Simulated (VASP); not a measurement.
Here is a VASP 6.6.1 calculation.

INCAR

```
ALGO = Fast
CSHIFT = 0.05
EDIFF = 1E-6
ENCUT = 520
GGA = PE
ISIF = 2
ISMEAR = 0
KPAR = 4
LASPH = True
LCHARG = False
LOPTICS = True
LREAL = False
LWAVE = False
NBANDS = 36
NEDOS = 3000
NELM = 80
PREC = Accurate
SIGMA = 0.05
WPLASMAI = 0
```

File KPOINTS:

```
k-points
0
Gamma
  30 30 15
```

POSCAR

```
Ti                                      
1.0
    2.9021000136      0.0000000000      0.0000000000
   -1.4510500068      2.5132923362      0.0000000000
    0.0000000000      0.0000000000      4.5750142052
  Ti            
     2
Direct
     0.3333333332999970    0.6666666667000030    0.2500000000000000
     0.6666666667000030    0.3333333332999970    0.7500000000000000
```

Potentials or basis: VASP PAW PBE potentials, release 64 (Ti_sv).

Command:

```sh
$ cat potpaw_PBE.64/Ti_sv/POTCAR > POTCAR
$ mpirun -np 4 vasp_std > vasp.out
```

(1) Predict the pressure.

(2) What does it give for the band gap on the k mesh?

Results:

(1) 4.7 GPa.

(2) none (metal or under the smearing width).
